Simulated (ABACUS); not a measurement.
# GaN (P6_3mc) in ABACUS: a series of runs

The runs below take GaN through single point, with PBE.

All numbers are computed with ABACUS 3.10.1; they aren't measurements. Logs are shortened: lines on timing, memory, paths and dates and some standing lists are left out, and cuts for length are marked.

**What was measured.**

From “Studying electronic properties in GaN without electrical contacts using γ-γ vs e−-γ Perturbed Angular Correlations”, 2019, pmc:6823545, for a bulk crystal of GaN: band gap 3.503 ± 0.005 eV (direct).

The runs below are set against these values where they give the same quantity.

### 1 Starting point

Symmetry: P6_3mc, No. 186, hexagonal system. Conventional cell: a = 3.180 Å, b = 3.180 Å, c = 5.166 Å, α = 90.00°, β = 90.00°, γ = 120.00°. Around Ga (site symmetry 3m) lie 4 N at 1.94 to 1.95 Å. Around N (site symmetry 3m) lie 4 Ga at 1.94 to 1.95 Å.

### 2 Single point, PBE

INPUT

```
INPUT_PARAMETERS
suffix              GaN
calculation         scf
basis_type          lcao
pseudo_dir          ./
orbital_dir         ./
latname             hexagonal
symmetry            1
dft_functional      pbe
ecutwfc             100
pseudo_rcut         7
nspin               1
nbands              28
ks_solver           genelpa
smearing_method     fd
smearing_sigma      0.00367493
scf_thr             1e-07
scf_nmax            100
mixing_type         broyden
mixing_beta         0.7
cal_force           1
cal_stress          1
out_mul             1
out_chg             1
```

STRU

```
ATOMIC_SPECIES
Ga 69.7230 Ga.upf
N 14.0070 N.upf

NUMERICAL_ORBITAL
Ga_confined-atom_8au_2s2p2d.orb
N_confined-atom_6au_2s2p1d.orb

LATTICE_CONSTANT
6.0093290763

LATTICE_PARAMETERS
1.6245283019

ATOMIC_POSITIONS
Direct

Ga
0.0
2
0.6666666667 0.3333333333 0.5000000000 1 1 1
0.3333333333 0.6666666667 0.0000000000 1 1 1

N
0.0
2
0.6666666667 0.3333333333 0.8750000000 1 1 1
0.3333333333 0.6666666667 0.3750000000 1 1 1
```

KPT

```
K_POINTS
0
Gamma
6 6 3 0 0 0
```

Potentials or basis: PseudoDojo NC FR 0.4 PBE standard, DZP LCAO (the cutoffs set its grid).

Started as:

```sh
> OMP_NUM_THREADS=1 mpirun -np 4 abacus > log
```

running log:

```text
ABACUS v3.10.1

               Atomic-orbital Based Ab-initio Computation at UStc

 ------------------------------------------------------------------------------------

 READING GENERAL INFORMATION
                           global_out_dir = OUT.GaN/
                           global_in_card = INPUT
                               pseudo_dir = ./
                              orbital_dir = ./
                                    DSIZE = 4
                                    GSIZE = 1

 READING UNITCELL INFORMATION
                                    ntype = 2
                  lattice constant (Bohr) = 6.00933
              lattice constant (Angstrom) = 3.18

 READING ATOM TYPE 1
                               atom label = Ga
                      L=0, number of zeta = 2
                      L=1, number of zeta = 2
                      L=2, number of zeta = 2
             number of atom for this type = 2

 READING ATOM TYPE 2
                               atom label = N
                      L=0, number of zeta = 2
                      L=1, number of zeta = 2
                      L=2, number of zeta = 1
             number of atom for this type = 2

                        TOTAL ATOM NUMBER = 4
DIRECT COORDINATES
    atom                   x                   y                   z     mag                  vx                  vy                  vz
taud_Ga1            0.6666666667        0.3333333333        0.5000000000  0.0000        0.0000000000        0.0000000000        0.0000000000
taud_Ga2            0.3333333333        0.6666666667        0.0000000000  0.0000        0.0000000000        0.0000000000        0.0000000000
taud_N1            0.6666666667        0.3333333333        0.8750000000  0.0000        0.0000000000        0.0000000000        0.0000000000
taud_N2            0.3333333333        0.6666666667        0.3750000000  0.0000        0.0000000000        0.0000000000        0.0000000000

                          Volume (Bohr^3) = 305.306
                             Volume (A^3) = 45.2417

 Lattice vectors: (Cartesian coordinate: in unit of a_0)
                   +1                  +0                  +0
                 -0.5           +0.866025                  +0
                   +0                  +0            +1.62453
 Reciprocal vectors: (Cartesian coordinate: in unit of 2 pi/a_0)
                   +1            +0.57735                  -0
                   -0             +1.1547                  -0
                   +0                  -0           +0.615563
 The esolver type has been set to : ksdft_lcao

                PAO radial cut off (Bohr) = 7

 Read in pseudopotential file is Ga.upf
                     pseudopotential type = NC
          exchange-correlation functional = PBE
                 nonlocal core correction = 1
                        valence electrons = 13
                                     lmax = 2
                           number of zeta = 3
                     number of projectors = 6
                           L of projector = 0
[... 5 lines left out ...]
                PAO radial cut off (Bohr) = 7

 Read in pseudopotential file is N.upf
                     pseudopotential type = NC
          exchange-correlation functional = PBE
                 nonlocal core correction = 1
                        valence electrons = 5
                                     lmax = 1
                           number of zeta = 2
                     number of projectors = 4
                           L of projector = 0
                           L of projector = 0
                           L of projector = 1
                           L of projector = 1
     initial pseudo atomic orbital number = 26

 SETUP THE ELECTRONS NUMBER
            electron number of element Ga = 13
      total electron number of element Ga = 26
             electron number of element N = 5
       total electron number of element N = 10
            AUTOSET number of electrons:  = 36
                           occupied bands = 18
                                   NLOCAL = 62
                                   NBANDS = 28
                                   NBANDS = 28
                                   NLOCAL = 62

[... 84 lines left out ...]
                                    nspin = 1
                   Input type of k points = Monkhorst-Pack(Gamma)
                                   nkstot = 108
                       right hand lattice = 1
(for reciprocal lattice: )
                             BRAVAIS TYPE = 4
                     BRAVAIS LATTICE NAME = 04. Hexagonal cell
                                    ibrav = 4
                       right hand lattice = 1
(for k-lattice: )
                             BRAVAIS TYPE = 4
                     BRAVAIS LATTICE NAME = 04. Hexagonal cell
                                    ibrav = 4
                       right hand lattice = 1
                        ROTATION MATRICES = 24
                               nkstot_ibz = 14
K-POINTS REDUCTION ACCORDING TO SYMMETRY
     IBZ    DIRECT_X    DIRECT_Y    DIRECT_Z  WEIGHT  ibz2bz
       1  0.00000000  0.00000000  0.00000000  0.0093       0
       2 -0.16666667  0.16666667  0.00000000  0.0556       1
       3 -0.33333333  0.33333333  0.00000000  0.0556       2
       4  0.50000000  0.50000000  0.00000000  0.0278       3
       5 -0.16666667  0.33333333  0.00000000  0.0556       7
       6  0.50000000  0.33333333  0.00000000  0.1111       8
       7  0.33333333  0.33333333  0.00000000  0.0185      14
       8  0.00000000  0.00000000  0.33333333  0.0185      36
       9 -0.16666667  0.16666667  0.33333333  0.1111      37
      10 -0.33333333  0.33333333  0.33333333  0.1111      38
      11  0.50000000  0.50000000  0.33333333  0.0556      39
      12 -0.16666667  0.33333333  0.33333333  0.1111      43
      13  0.50000000  0.33333333  0.33333333  0.2222      44
      14  0.33333333  0.33333333  0.33333333  0.0370      50

                               nkstot now = 14
[... K-POINTS DIRECT COORDINATES: 14 rows ...]

           k-point number in this process = 14
       minimum distributed K point number = 14
[... stars of the k points ...]

[... K-POINTS CARTESIAN COORDINATES: 14 rows ...]

[... K-POINTS DIRECT COORDINATES: 14 rows ...]

 SETUP PLANE WAVES FOR WAVE FUNCTIONS
     energy cutoff for wavefunc (unit:Ry) = 100
              fft grid for wave functions = [ 40, 40, 64 ]
                    number of plane waves = 7043
                         number of sticks = 313

 PARALLEL PW FOR WAVE FUNCTIONS
     PROC   COLUMNS(POT)             PW
        1             79           1761
        2             78           1760
        3             76           1762
        4             80           1760
 --------------- sum -------------------
        4            313           7043

 SET NONLOCAL PSEUDOPOTENTIAL PROJECTORS
 SET NONLOCAL PSEUDOPOTENTIAL PROJECTORS
 max number of nonlocal projetors among all species is 6

 -------------------------------------------
 SELF-CONSISTENT
 -------------------------------------------

 SETUP SEARCHING RADIUS FOR PROGRAM TO SEARCH ADJACENT ATOMS
                  longest orb rcut (Bohr) = 8
   longest nonlocal projector rcut (Bohr) = 1.94
                     search radius (Bohr) = 19.9
              searching radius is (Bohr)) = 19.9
         searching radius unit is (Bohr)) = 6.01
                         PeriodicBoundary = 1
                        Radius(unit:lat0) = 3.31
                                   glayer = [ 5, 5, 4 ]
                             glayer_minus = [ 4, 4, 3 ]

Find the coordinate range of the input atom(unit:lat0).
                                  min_tau = [ -6, -3.18, -4.87 ]
                                  max_tau = [ 6.5, 4.04, 6.3 ]
                                BoxNumber = [ 9, 9, 7 ]

 SETUP EXTENDED REAL SPACE GRID FOR GRID INTEGRATION
                          real space grid = [ 40, 40, 64 ]
                 big cell numbers in grid = [ 8, 8, 16 ]
             meshcell numbers in big cell = [ 5, 5, 4 ]
                        extended fft grid = [ 13, 13, 14 ]
                dimension of extened grid = [ 35, 35, 45 ]
                            UnitCellTotal = 75
              Atom number in sub-FFT-grid = 4
    Local orbitals number in sub-FFT-grid = 62
                                ParaV.nnr = 55041
                                 init_chg = atomic

 LCAO ALGORITHM --------------- ION=   1  ELEC=   1--------------------------------

 Density error is 0.12132208519
----------------------------------------------------------
     Energy           Rydberg                 eV
----------------------------------------------------------
 E_KohnSham     -346.9700741680      -4720.7700441675
 E_Harris       -347.7914271044      -4731.9451241715
 E_Fermi        0.7294474875         9.9246422213
----------------------------------------------------------
[... 80 lines left out ...]
 Density error is 7.83808537864e-08
----------------------------------------------------------
     Energy           Rydberg                 eV
----------------------------------------------------------
 E_KohnSham     -347.4152032986      -4726.8263366898
 E_KS(sigma->0) -347.4152032986      -4726.8263366898
 E_Harris       -347.4152016335      -4726.8263140351
 E_band         1.8700349566         25.4431308685
 E_one_elec     -104.0647466994      -1415.8735160389
 E_Hartree      86.9299525728        1182.7426818596
 E_xc           -96.2734608057       -1309.8676331377
 E_Ewald        -234.0069483662      -3183.8278693728
 E_entropy(-TS) -0.0000000000        -0.0000000000
 E_descf        0.0000000000         0.0000000000
 E_exx          0.0000000000         0.0000000000
 E_Fermi        0.8885348147         12.0891363513
----------------------------------------------------------

 charge density convergence is achieved
 final etot is -4726.8263367 eV
 EFERMI = 12.089136351 eV

 STATE ENERGY(eV) AND OCCUPATIONS    NSPIN == 1
 1/14 kpoint (Cartesian) = 0.0000 0.0000 0.0000 (1311 pws)
       1       -5.18324      0.0185185
       2       -4.37193      0.0185185
       3       -2.88526      0.0185185
       4       -2.86505      0.0185185
       5       -2.86505      0.0185185
       6       -2.80307      0.0185185
[... 170 lines left out ...]
      27        24.9229        0.00000
      28        27.6353        0.00000

[... levels at 8 further k points ...]

 correction force for each atom along direction 1 is -0.00105211
 correction force for each atom along direction 2 is 0.000195660
 correction force for each atom along direction 3 is -1.26140e-07
------------------------------------------------------------------------------------------
 TOTAL-FORCE (eV/Angstrom)
------------------------------------------------------------------------------------------
                       Ga1         0.0000000000         0.0000000000        -0.1249262679
                       Ga2         0.0000000000         0.0000000000        -0.1249262679
                        N1         0.0000000000         0.0000000000         0.1249262679
                        N2         0.0000000000         0.0000000000         0.1249262679
------------------------------------------------------------------------------------------

----------------------------------------------------------------
 TOTAL-STRESS (KBAR)
----------------------------------------------------------------
        86.0293630214         0.0000000000         0.0000000000
         0.0000000000        86.0293630214         0.0000000000
         0.0000000000        -0.0000000000       108.7389312938
----------------------------------------------------------------
 TOTAL-PRESSURE: 93.599219 KBAR

 --------------------------------------------
 !FINAL_ETOT_IS -4726.8263366897654123 eV
 --------------------------------------------
```

It took 6 s on 4 MPI ranks of Intel Xeon 6975P-C (Granite Rapids), shared host; peak memory 0.44 GiB.

Results:

| Property | Result |
| --- | --- |
| Free energy | -4726.8263 eV |
| Pressure | 9.4 GPa |
| Largest force | 0.125 eV/Å |
| Band gap on the k mesh | 2.36 eV, direct |
| Mulliken charges | Ga +0.76, +0.74; N -0.75 e |

Forces on the atoms (eV/Å):
```
Ga   0.000  0.000 -0.125
Ga   0.000  0.000 -0.125
N    0.000  0.000  0.125
N    0.000  0.000  0.125
```

Caveat: the atomic orbitals were generated for these runs and aren't a published set; Mulliken charges move with the basis; the basis of atomic orbitals isn't converged, which shifts pressures, moduli and gaps.

### 3 Single point, PBE, spin-orbit coupling, no magnetisation

Changes to INPUT since step 2:

```diff
@@ -7,3 +7,3 @@
 latname             hexagonal
-symmetry            1
+symmetry            0
 dft_functional      pbe
@@ -11,4 +11,4 @@
 pseudo_rcut         7
-nspin               1
-nbands              28
+nspin               4
+nbands              56
 ks_solver           genelpa
@@ -19,5 +19,7 @@
 mixing_type         broyden
-mixing_beta         0.7
+mixing_beta         0.4
 cal_force           1
 cal_stress          1
+noncolin            0
+lspinorb            1
 out_mul             1
```

STRU is that of step 2.

KPT is that of step 2.

Potentials or basis: PseudoDojo NC FR 0.4 PBE standard, DZP LCAO (the cutoffs set its grid).

Started as:

```sh
> OMP_NUM_THREADS=1 mpirun -np 4 abacus > log
```

running log:

```text
ABACUS v3.10.1

               Atomic-orbital Based Ab-initio Computation at UStc

 ------------------------------------------------------------------------------------

 READING GENERAL INFORMATION
                           global_out_dir = OUT.GaN/
                           global_in_card = INPUT
                               pseudo_dir = ./
                              orbital_dir = ./
                                    DSIZE = 4
                                    GSIZE = 1

 READING UNITCELL INFORMATION
                                    ntype = 2
                  lattice constant (Bohr) = 6.00933
              lattice constant (Angstrom) = 3.18

 READING ATOM TYPE 1
                               atom label = Ga
                      L=0, number of zeta = 2
                      L=1, number of zeta = 2
                      L=2, number of zeta = 2
[... 718 lines left out ...]
                         N1         0.0000000000         0.0000000000         0.0000000000
                         N2         0.0000000000         0.0000000000         0.0000000000
-------------------------------------------------------------------------------------------

-------------------------------------------------------------------------------------------
       Total Magnetism (uB)       Magnitude (uB)       Polar (degree)     Azimuth (degree)
-------------------------------------------------------------------------------------------
                        Ga1         0.0000000000                 -nan         0.0000000000
                        Ga2         0.0000000000                 -nan         0.0000000000
                         N1         0.0000000000                 -nan         0.0000000000
                         N2         0.0000000000                 -nan         0.0000000000
-------------------------------------------------------------------------------------------

 correction force for each atom along direction 1 is -3.42170e-15
 correction force for each atom along direction 2 is -2.01281e-15
 correction force for each atom along direction 3 is 7.75164e-07
------------------------------------------------------------------------------------------
 TOTAL-FORCE (eV/Angstrom)
------------------------------------------------------------------------------------------
                       Ga1         0.0000000000         0.0000000000        -0.1250475802
                       Ga2         0.0000000000         0.0000000000        -0.1250475802
                        N1         0.0000000000         0.0000000000         0.1250475802
                        N2         0.0000000000         0.0000000000         0.1250475802
------------------------------------------------------------------------------------------

----------------------------------------------------------------
 TOTAL-STRESS (KBAR)
----------------------------------------------------------------
        86.5564201572         0.0000002353        -0.0000000000
         0.0000002353        86.5564204284         0.0000000000
        -0.0000000000         0.0000000000       109.2617183880
----------------------------------------------------------------
 TOTAL-PRESSURE: 94.124853 KBAR

 --------------------------------------------
 !FINAL_ETOT_IS -4726.8227234542300721 eV
 --------------------------------------------
```

stdout:

```text
ABACUS v3.10.1

               Atomic-orbital Based Ab-initio Computation at UStc

%%%%%%%%%%%%%%%%%%%%%%%%%%%%%%%%%%%%%%%%%%%%%%%%%%%%%%%%%%%%%%%%%%%%%%%%%%%%%%%%%%%%%%%%%%%%%%%%%%%%%%%%%
 Warning: the number of valence electrons in pseudopotential > 3 for Ga: [Ar] 3d10 4s2 4p1
[... 36 lines left out ...]
 TOTAL-STRESS (KBAR)
----------------------------------------------------------------
        86.5564201572         0.0000002353        -0.0000000000
         0.0000002353        86.5564204284         0.0000000000
        -0.0000000000         0.0000000000       109.2617183880
----------------------------------------------------------------
 TOTAL-PRESSURE: 94.124853 KBAR
```

mulliken.txt:

```text
 0
CALCULATE THE MULLIkEN ANALYSIS FOR EACH ATOM
 Total charge:	36
Decomposed Mulliken populations
[... 10 lines left out ...]
px                                     1              0.0228              0.0000              0.0000              0.0000
py                                     1              0.0228              0.0000              0.0000              0.0000
SUM OVER M                                            0.0730              0.0000              0.0000              0.0000
SUM OVER M+Zeta                                       0.5540              0.0000              0.0000              0.0000
[... 108 lines left out ...]
SUM OVER M+Zeta+L                                     5.7498              0.0000              0.0000              0.0000

Total Charge on atom:                  N              5.7498
Total Magnetism on atom:               N              0.0000              0.0000              0.0000
```

Wall time 25 s (4 MPI ranks of Intel Xeon 6975P-C (Granite Rapids), shared host); peak memory 0.84 GiB.

What came out:

```
Free energy            : -4726.8227 eV
Pressure               : 9.4 GPa
Largest force          : 0.125 eV/Å
Band gap on the k mesh : 2.35 eV, direct
Mulliken charges       : Ga +0.75; N -0.75 e
```

Forces on the atoms (eV/Å):
```
Ga   0.000  0.000 -0.125
Ga   0.000  0.000 -0.125
N    0.000  0.000  0.125
N    0.000  0.000  0.125
```

Stress tensor (GPa, compression positive):
```
 8.66  0.00  0.00
 0.00  8.66  0.00
 0.00  0.00 10.93
```

Caveat: the atomic orbitals were generated for these runs and aren't a published set; Mulliken charges move with the basis; an odd mesh through Γ misses points on the zone boundary, where band edges often lie; the basis of atomic orbitals isn't converged, which shifts pressures, moduli and gaps.

### 4 Against experiment

Step 2. Measured gap of GaN: 3.503 eV (direct; quoted in “Studying electronic properties in GaN without electrical contacts using γ-γ vs e−-γ Perturbed Angular Correlations”, 2019, pmc:6823545). This calculation gives 2.36 eV (-1.15 eV). Spin-orbit coupling on Ga is left out. The value is that of PBE in an atomic basis (PseudoDojo NC FR 0.4 PBE standard, DZP LCAO (the cutoffs set its grid)), whose error adds to the functional's,, without temperature or zero-point motion. Semilocal functionals fall short of measured gaps as a rule.

Step 3. The gap isn't set beside the deposited one, since this odd mesh misses points on the zone boundary.
